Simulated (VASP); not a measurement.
# Si (Fd-3m) in VASP: notebook

One crystal, Si, is run at these levels: r2SCAN; tasks: single point, relaxation of cell and atoms.

Everything below comes from runs of VASP 6.6.1. Logs are shortened: lines on timing, memory, paths and dates and some standing lists are left out, and cuts for length are marked.

## 1. The structure

It takes space group Fd-3m (No. 227, cubic). Conventional cell: a = 5.444 Å, b = 5.444 Å, c = 5.444 Å, α = 90.00°, β = 90.00°, γ = 90.00°. Si (site symmetry -43m) has 4 Si at 2.36 Å as nearest neighbours.

## 2. Single point, r2SCAN

POSCAR reads:

```
Si
1.0
    0.0000000000      2.7218511900      2.7218511900
    2.7218511900      0.0000000000      2.7218511900
    2.7218511900      2.7218511900      0.0000000000
Si
2
Direct
    0.7500000000      0.7500000000      0.7500000000
    0.5000000000      0.5000000000      0.5000000000
```

INCAR.step1 reads:

```
SYSTEM = Si
  ALGO = Normal
  EDIFF = 1E-4
  ENCUT = 520
  GGA = PE
  ISMEAR = 0
  LASPH = .TRUE.
  LCHARG = .FALSE.
  LREAL = .FALSE.
  LWAVE = .TRUE.
  NBANDS = 11
  NELM = 100
  PREC = Accurate
  SIGMA = 0.02
```

INCAR.step2 reads:

```
SYSTEM = Si
  ALGO = Normal
  EDIFF = 1E-6
  ENCUT = 520
  ISIF = 2
  ISMEAR = 0
  ISTART = 1
  LASPH = .TRUE.
  LCHARG = .TRUE.
  LELF = .TRUE.
  LMIXTAU = .TRUE.
  LREAL = .FALSE.
  LVHAR = .TRUE.
  LWAVE = .FALSE.
  METAGGA = R2SCAN
  NBANDS = 11
  NELM = 100
  PREC = Accurate
  SIGMA = 0.02
```

KPOINTS reads:

```
k-points
0
G
  8 8 8
  0 0 0
```

Potentials or basis: VASP PAW PBE potentials, release 64 (Si).

Command:

```
$ cat potpaw_PBE.64/Si/POTCAR > POTCAR
$ cp INCAR.step1 INCAR
$ mpirun -np 1 vasp_std > vasp.out
$ cp INCAR.step2 INCAR
$ mpirun -np 1 vasp_std > vasp.out
```

OUTCAR:

```text
SYSTEM = Si
   EDIFF = 1E-6
   ENCUT = 520
   ISIF = 2
   ISMEAR = 0
   ISTART = 1
   LASPH = .TRUE.
   LREAL = .FALSE.
   METAGGA = R2SCAN
   NELM = 100
   PREC = Accurate

 ion  position               nearest neighbor table
   1  0.750  0.750  0.750-   2 2.36   2 2.36   2 2.36   2 2.36
   2  0.500  0.500  0.500-   1 2.36   1 2.36   1 2.36   1 2.36

  LATTYP: Found a face centered cubic cell.
 ALAT       =     5.4437023800

  Lattice vectors:

 A1 = (   0.0000000000,   2.7218511900,   2.7218511900)
 A2 = (   2.7218511900,   0.0000000000,   2.7218511900)
 A3 = (   2.7218511900,   2.7218511900,   0.0000000000)

Analysis of symmetry for initial positions (statically):
=====================================================================
 Subroutine PRICEL returns:
 Original cell was already a primitive cell.

 Routine SETGRP: Setting up the symmetry group for a
 face centered cubic supercell.

 Subroutine GETGRP returns: Found 48 space group operations
 (whereof 24 operations were pure point group operations)
 out of a pool of 48 trial point group operations.

The static configuration has the point symmetry T_d .
 The point group associated with its full space group is O_h .

Analysis of symmetry for dynamics (positions and initial velocities):
=====================================================================
 Subroutine PRICEL returns:
 Original cell was already a primitive cell.

 Routine SETGRP: Setting up the symmetry group for a
 face centered cubic supercell.

 Subroutine GETGRP returns: Found 48 space group operations
 (whereof 24 operations were pure point group operations)
 out of a pool of 48 trial point group operations.

The dynamic configuration has the point symmetry T_d .
 The point group associated with its full space group is O_h .

 Subroutine INISYM returns: Found 48 space group operations
 (whereof 24 operations are pure point group operations),
 and found     1 'primitive' translations

----------------------------------------------------------------------------------------

                                     Primitive cell

  volume of cell :      40.3295

  direct lattice vectors                    reciprocal lattice vectors
     0.000000000  2.721851190  2.721851190    -0.183698507  0.183698507  0.183698507
     2.721851190  0.000000000  2.721851190     0.183698507 -0.183698507  0.183698507
     2.721851190  2.721851190  0.000000000     0.183698507  0.183698507 -0.183698507

  length of vectors
[... 91 lines left out ...]
   TEBEG  =    0.0;   TEEND  =   0.0 temperature during run
   PSTRESS=    0.0 pullay stress
   NELECT =       8.0000    total number of electrons
   NUPDOWN=      -1.0000    fix difference up-down
   EMIN   =  10.00;   EMAX   =-10.00  energy-range for DOS
   EFERMI =   0.00;   METHOD = LEGACY
   ISMEAR =     0;   SIGMA  =   0.02  broadening in eV -4-tet -1-fermi 0-gaus
   EFERMI_NEDOS =   21; number of points for ismear=-14 and -15
   IALGO  =     38    algorithm
   IMIX   =      4    mixing-type and parameters
     AMIX     =   0.40;   BMIX     =  1.00
     AMIX_MAG =   1.60;   BMIX_MAG =  1.00
  volume/ion in A,a.u.               =      20.16       136.08
  Fermi-wavevector in a.u.,A,eV,Ry     =   0.954766  1.804247 12.402783  0.911579
  Thomas-Fermi vector in A             =   2.083543
   LORBIT       =      0    0 simple, 1 ext, 2 COOP (PROOUT), +10 PAW based schemes
   METAGGA = R2SCAN    functional components
   LHFCALC =     F    Hartree Fock is set to
   AEXX    =    0.0000 exact exchange contribution
   IVDW    =     0    specifies the selected vdW correction
   LEPSILON=     F    determine dielectric tensor
   LRPA    =     F    only Hartree local field effects (RPA)
 non-spin polarized calculation
 Gauss-broadening in eV      SIGMA  =   0.02
  energy-cutoff  :      520.00
  volume of cell :       40.33
 maximum number of plane-waves:      1106
 NGX is ok and might be reduce to    30
   NGX = 15   NGY = 15   NGZ = 15

 number of electron       8.0000001 magnetization

 Free energy of the ion-electron system (eV)
  ---------------------------------------------------
  ext. energy  EPLUGINS =         0.00000000
  ---------------------------------------------------
  free energy    TOTEN  =       -17.54715676 eV

  energy without entropy =      -17.54715676  energy(sigma->0) =      -17.54715676

 E-fermi :   5.8230     XC(G=0):  -9.8258

 val. band max:        5.6661265226   @ k =   0.0000   0.0000   0.0000
 cond. band min:       6.4913618918   @ k =   0.3750   0.3750   0.0000
 fundamental gap:      0.8252353692
 Fermi energy:         5.8230483431

 k-point     1 :       0.0000    0.0000    0.0000
  band No.  band energies     occupation
      1      -6.8091      2.00000
      2       5.6661      2.00000
      3       5.6661      2.00000
      4       5.6661      2.00000
      5       8.4211      0.00000
      6       8.4211      0.00000
      7       8.4211      0.00000
      8       9.5670      0.00000
      9      13.7888      0.00000
     10      13.7888      0.00000
     11      14.3354      0.00000
[... 309 lines left out ...]
 k-point    24 :      -0.3750    0.2500    0.1250
  band No.  band energies     occupation
      1      -3.8095      2.00000
      2      -1.3808      2.00000
      3       2.0982      2.00000
      4       3.4122      2.00000
      5       9.0439      0.00000
      6       9.0780      0.00000
      7      11.9850      0.00000
      8      13.2568      0.00000
      9      13.5760      0.00000
     10      16.8970      0.00000
     11      18.0954      0.00000

 [... further k-points ...]

------------------------ aborting loop because EDIFF is reached ----------------------------------------

  FORCE on cell =-STRESS in cart. coord.  units (eV):
  Direction    XX          YY          ZZ          XY          YZ          ZX
  --------------------------------------------------------------------------------------
  -------------------------------------------------------------------------------------
  Total       -0.0508186     -0.0508186     -0.0508186      0.0000000      0.0000000      0.0000000
  in kB       -2.0188766     -2.0188766     -2.0188766      0.0000000      0.0000000      0.0000000
  external PRESSURE =      -2.0188766 kB  Pullay stress =       0.0000000 kB

 VOLUME and BASIS-vectors are now :
 -----------------------------------------------------------------------------
  energy-cutoff  :      520.00
  volume of cell :       40.33
      direct lattice vectors                 reciprocal lattice vectors
     0.000000000  2.721851190  2.721851190    -0.183698507  0.183698507  0.183698507
     2.721851190  0.000000000  2.721851190     0.183698507 -0.183698507  0.183698507
     2.721851190  2.721851190  0.000000000     0.183698507  0.183698507 -0.183698507

 POSITION                                       TOTAL-FORCE (eV/Angst)
 -----------------------------------------------------------------------------------
      4.08278      4.08278      4.08278        -0.000000     -0.000000      0.000000
      2.72185      2.72185      2.72185         0.000000      0.000000     -0.000000
 -----------------------------------------------------------------------------------
    total drift:                                0.000000     -0.000000     -0.000000

  FREE ENERGIE OF THE ION-ELECTRON SYSTEM (eV)
  ---------------------------------------------------
  free  energy   TOTEN  =       -17.5471567571 eV

  energy  without entropy=      -17.5471567571  energy(sigma->0) =      -17.54715676
```

OUTCAR.step1:

```text
SYSTEM = Si
   EDIFF = 1E-4
   ENCUT = 520
   GGA = PE
   ISMEAR = 0
   LASPH = .TRUE.
   LREAL = .FALSE.
[... 560 lines left out ...]
      4.08278      4.08278      4.08278        -0.000000     -0.000000     -0.000000
      2.72185      2.72185      2.72185         0.000000      0.000000      0.000000
 -----------------------------------------------------------------------------------
    total drift:                                0.000000     -0.000000     -0.000000

  FREE ENERGIE OF THE ION-ELECTRON SYSTEM (eV)
  ---------------------------------------------------
  free  energy   TOTEN  =       -10.8438851975 eV

  energy  without entropy=      -10.8438851975  energy(sigma->0) =      -10.84388520
```

It took 42 s on 1 thread of Intel Xeon Platinum 8488C (Sapphire Rapids), shared host; peak memory 0.16 GiB.

What came out:

```
Free energy            : -17.5472 eV
Pressure               : -0.2 GPa
Band gap on the k mesh : 0.83 eV, indirect (least direct gap 2.75 eV)
```

Caveat: the PAW data sets were made with another functional, which shifts forces and pressure a little.

## 3. Relaxation of cell and atoms, r2SCAN

POSCAR is that of step 2.

INCAR.step1 reads:

```
SYSTEM = Si
PREC     = Accurate       ! precision mode
ENCUT    = 600            ! plane-wave cutoff, eV
ISMEAR   = 0              ! smearing method
SIGMA    = 0.02           ! smearing width, eV
LREAL    = .FALSE.        ! projectors in reciprocal space
LASPH    = .TRUE.         ! aspherical terms in the spheres
NELM     = 100            ! most SCF steps
GGA      = PE             ! functional
ALGO     = Normal         ! electronic algorithm
EDIFF    = 1E-4           ! SCF threshold, eV
LWAVE    = .TRUE.         ! write WAVECAR
LCHARG   = .FALSE.        ! write CHGCAR
```

INCAR.step2 reads:

```
SYSTEM = Si
PREC     = Accurate       ! precision mode
ENCUT    = 600            ! plane-wave cutoff, eV
EDIFF    = 1E-6           ! SCF threshold, eV
ISMEAR   = 0              ! smearing method
SIGMA    = 0.02           ! smearing width, eV
LREAL    = .FALSE.        ! projectors in reciprocal space
LASPH    = .TRUE.         ! aspherical terms in the spheres
NELM     = 100            ! most SCF steps
ALGO     = Normal         ! electronic algorithm
ISIF     = 3              ! what is computed and relaxed
LWAVE    = .FALSE.        ! write WAVECAR
LCHARG   = .FALSE.        ! write CHGCAR
METAGGA  = R2SCAN         ! meta-GGA
LMIXTAU  = .TRUE.       
IBRION   = 2              ! ionic algorithm
NSW      = 100            ! ionic steps
EDIFFG   = -0.005         ! ionic threshold
ISTART   = 1
```

KPOINTS reads:

```
Automatic mesh
0
G
  8 8 8
  0 0 0
```

Potentials or basis: VASP PAW PBE potentials, release 64 (Si).

Command:

```
$ cat potpaw_PBE.64/Si/POTCAR > POTCAR
$ cp INCAR.step1 INCAR
$ mpirun -np 1 vasp_std > vasp.out
$ cp INCAR.step2 INCAR
$ mpirun -np 1 vasp_std > vasp.out
```

OUTCAR:

```text
SYSTEM = Si
   PREC = Accurate
   ENCUT = 600
   EDIFF = 1E-6
   ISMEAR = 0
   LREAL = .FALSE.
   LASPH = .TRUE.
   NELM = 100
   ISIF = 3
   METAGGA = R2SCAN
   IBRION = 2
   NSW = 100
   EDIFFG = -0.005
   ISTART = 1

 ion  position               nearest neighbor table
   1  0.750  0.750  0.750-   2 2.36   2 2.36   2 2.36   2 2.36
   2  0.500  0.500  0.500-   1 2.36   1 2.36   1 2.36   1 2.36

  LATTYP: Found a face centered cubic cell.
 ALAT       =     5.4437023800

  Lattice vectors:

 A1 = (   0.0000000000,   2.7218511900,   2.7218511900)
 A2 = (   2.7218511900,   0.0000000000,   2.7218511900)
 A3 = (   2.7218511900,   2.7218511900,   0.0000000000)

[... 260 lines left out ...]

 E-fermi :   5.8118     XC(G=0):  -9.8343

 val. band max:        5.6872059365   @ k =   0.0000   0.0000   0.0000
 cond. band min:       6.5091727083   @ k =   0.3750   0.3750   0.0000
 fundamental gap:      0.8219667718
 Fermi energy:         5.8118070566

 k-point     1 :       0.0000    0.0000    0.0000
  band No.  band energies     occupation
      1      -6.8029      2.00000
      2       5.6872      2.00000
      3       5.6872      2.00000
      4       5.6872      2.00000
      5       8.4431      0.00000
      6       8.4431      0.00000
      7       8.4431      0.00000
      8       9.6139      0.00000
[... 243 lines left out ...]
 k-point    24 :      -0.3750    0.2500    0.1250
  band No.  band energies     occupation
      1      -3.7969      2.00000
      2      -1.3677      2.00000
      3       2.1132      2.00000
      4       3.4286      2.00000
      5       9.0696      0.00000
      6       9.0977      0.00000
      7      12.0128      0.00000
      8      13.2838      0.00000

 [... further k-points ...]

------------------------ aborting loop because EDIFF is reached ----------------------------------------

  FORCE on cell =-STRESS in cart. coord.  units (eV):
  Direction    XX          YY          ZZ          XY          YZ          ZX
  --------------------------------------------------------------------------------------
  -------------------------------------------------------------------------------------
  Total        0.0002737      0.0002737      0.0002737     -0.0000000      0.0000000      0.0000000
  in kB        0.0108960      0.0108960      0.0108960     -0.0000000      0.0000000      0.0000000
  external PRESSURE =       0.0108960 kB  Pullay stress =       0.0000000 kB
[... 17 lines left out ...]
  FREE ENERGIE OF THE ION-ELECTRON SYSTEM (eV)
  ---------------------------------------------------
  free  energy   TOTEN  =       -17.5468938094 eV

  energy  without entropy=      -17.5468938094  energy(sigma->0) =      -17.54689381

 reached required accuracy - stopping structural energy minimisation
```

OSZICAR.step1:

```text
N       E                     dE             d eps       ncg     rms          rms(c)
DAV:   1     0.114764018265E+02    0.11476E+02   -0.37122E+03   464   0.911E+02
DAV:   2    -0.107341323843E+02   -0.22211E+02   -0.21714E+02   744   0.916E+01
DAV:   3    -0.110193987234E+02   -0.28527E+00   -0.28527E+00   584   0.134E+01
DAV:   4    -0.110207152321E+02   -0.13165E-02   -0.13165E-02   768   0.103E+00
DAV:   5    -0.110207163197E+02   -0.10876E-05   -0.10871E-05   592   0.248E-02    0.484E+00
DAV:   6    -0.108986000129E+02    0.12212E+00   -0.80482E-02   568   0.149E+00    0.296E+00
DAV:   7    -0.108426969042E+02    0.55903E-01   -0.15275E-01   584   0.219E+00    0.185E-01
DAV:   8    -0.108437957813E+02   -0.10989E-02   -0.39865E-03   520   0.479E-01    0.739E-02
DAV:   9    -0.108439895034E+02   -0.19372E-03   -0.19356E-04   664   0.110E-01    0.565E-02
DAV:  10    -0.108440159238E+02   -0.26420E-04   -0.31303E-05   320   0.426E-02
   1 F= -.10844016E+02 E0= -.10844016E+02  d E =-.340744E-22
```

It took 53 s on 1 thread of Intel Xeon Platinum 8488C (Sapphire Rapids), shared host; peak memory 0.17 GiB.

Results:

```
Free energy                            : -17.5469 eV
Relaxed volume                         : 20.12 Å³/atom
Relaxed cell                           : a = 3.847 Å, b = 3.847 Å, c = 3.847 Å, α = 60.00°, β = 60.00°, γ = 60.00°
Space group after relaxing (to 0.05 Å) : Fd-3m (No. 227)
Energy gained by relaxing              : 0.0 meV/atom
Ionic steps                            : 3
Pressure after relaxing                : 0.0 GPa
Band gap on the k mesh                 : 0.82 eV, indirect (least direct gap 2.76 eV)
```

Final structure:
```cif
data_structure
_symmetry_space_group_name_H-M 'P 1'
_symmetry_Int_Tables_number 1
_cell_length_a 3.8466
_cell_length_b 3.8466
_cell_length_c 3.8466
_cell_angle_alpha 60.000
_cell_angle_beta 60.000
_cell_angle_gamma 60.000
_cell_volume 40.25
loop_
_atom_site_label
_atom_site_type_symbol
_atom_site_fract_x
_atom_site_fract_y
_atom_site_fract_z
_atom_site_occupancy
Si1 Si 0.75000 0.75000 0.75000 1
Si2 Si 0.50000 0.50000 0.50000 1
```

Caveat: the PAW data sets were made with another functional, which shifts forces and pressure a little.

## 4. Single point, r2SCAN

POSCAR is that of step 3.

INCAR.step1 reads:

```
PREC = Accurate
ENCUT = 520
ISMEAR = 0
SIGMA = 0.02
LREAL = F
LASPH = T
NELM = 100
NBANDS = 11
GGA = PE
ALGO = Normal
EDIFF = 1E-4
LWAVE = T
LCHARG = F
```

INCAR.step2 reads:

```
PREC = Accurate
ENCUT = 520
EDIFF = 1E-7
ISMEAR = 0
SIGMA = 0.02
LREAL = F
LASPH = T
NELM = 100
ALGO = Normal
ISIF = 2
LWAVE = F
LCHARG = F
METAGGA = R2SCAN
LMIXTAU = T
NBANDS = 11
ISTART = 1
```

KPOINTS reads:

```
regular mesh
0
Gamma
  8 8 8
```

Command:

```
$ cat potpaw_PBE.64/Si/POTCAR > POTCAR
$ cp INCAR.step1 INCAR
$ mpirun -np 1 vasp_std > vasp.out
$ cp INCAR.step2 INCAR
$ mpirun -np 1 vasp_std > vasp.out
```

Run time: 40 s. Hardware: 1 thread of Intel Xeon Platinum 8488C (Sapphire Rapids), shared host; peak memory 0.16 GiB.

Results (log left out):

```yaml
Free_energy: -17.5472 eV
Pressure: -0.2 GPa
Band_gap_on_the_k_mesh: 0.83 eV, indirect (least direct gap 2.75 eV)
```

Levels at points of the mesh, in eV from the valence-band top:
```
           k point  band 1  band 2  band 3  band 4  band 5  band 6  band 7  band 8  band 9
(0.00, 0.00, 0.00)  -12.48    0.00    0.00    0.00    2.75    2.75    2.75    3.90    8.12
(0.50, 0.00, 0.00)  -10.04   -7.23   -1.27   -1.27    1.86    3.59    3.59    8.33   11.14
(0.50, 0.50, 0.00)   -8.13   -8.13   -2.99   -2.99    0.93    0.93   10.82   10.82   11.60
```

Caveat: the PAW data sets were made with another functional, which shifts forces and pressure a little. r2SCAN opens gaps a little over a GGA but as a rule still falls short of measured ones.
